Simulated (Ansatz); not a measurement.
**MgO in Ansatz: the effect of functional**

The system is MgO.

```
Mg O
1.0
     3.32969    0.00000    0.00000
    -1.66485    2.88360    0.00000
     0.00000    0.00000    5.01588
Mg O
2 2
Direct
  0.66667 0.33333 0.50216
  0.33333 0.66667 0.00216
  0.66667 0.33333 0.90244
  0.33333 0.66667 0.40244
```

Measurements of this composition are mostly on another form, of space group No. 225.

The cell isn't the ideal one: volume scaled by 1.02.

Alike in all runs:

```yaml
Program: Ansatz 0.2.0
Task: single point
Potentials_or_basis: Ansatz PAW
k_mesh: 9 × 9 × 6
Occupations: fermi-dirac, width 0.05 eV
Spin: no spin polarisation
```

**Question.** One run gave: gap on the mesh 4.03 eV; pressure -2.9 GPa; largest force 0.04 eV/Å. Which functional did it use?
A. PBEsol
B. LDA
C. r2SCAN

**Answer.** C.

```csv
functional,cutoff,gap on the mesh (eV),pressure (GPa),largest force (eV/Å)
LDA,420 eV (not typed: the program's choice for these potentials),3.25,-6.4,0.06
PBEsol,420 eV (not typed: the program's choice for these potentials),3.24,-2.0,0.03
r2SCAN,500 eV (not typed: the program's choice for these potentials),4.03,-2.9,0.04
```

Caveats: odd divisions of the mesh miss points on the zone boundary, where band edges often lie, so the gap on the mesh can be too wide; the PAW data sets come from PBE, with cores solved anew for the run's functional, which leaves a small shift of forces and pressure.

A k mesh can miss the band edges.

Runs at the PBE level aren't shown here.
